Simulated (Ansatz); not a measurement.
LiF (Griceite):

```
F Li
1.0
     0.00000    2.01400    2.01400
     2.01400    0.00000    2.01400
     2.01400    2.01400    0.00000
F Li
1 1
Direct
  0.50000 0.50000 0.50000
  0.00000 0.00000 0.00000
```

Base run:

| Quantity | Value |
| --- | --- |
| Program | Ansatz 0.2.0 |
| Functional | RPBE |
| Potentials or basis | all-electron LAPW, scalar-relativistic |
| Cutoff | 289 eV |
| Density cutoff | 1157 eV |
| Basis error allowed | 0.001 eV/atom |
| k mesh | 11 × 11 × 11 |
| Occupations | gaussian, width 0.1 eV |
| Spin | no spin polarisation |

Its results: band gap on the k mesh 9.31 eV, direct; pressure 6.5 GPa.

Q: After a change of settings the same cell gave: band gap on the k mesh 9.07 eV, direct; pressure 2.0 GPa. Which change was it?
A. functional from RPBE to LDA; occupations from gaussian, width 0.1 eV to fermi-dirac, width 0.05 eV
B. functional from RPBE to PBE; occupations from gaussian, width 0.1 eV to gaussian, width 0.05 eV
C. functional from RPBE to PBEsol; occupations from gaussian, width 0.1 eV to fermi-dirac, width 0.05 eV

A: B.

Caveats: an odd mesh through Γ misses points on the zone boundary, where band edges often lie.

Not every run made on this cell is shown here.
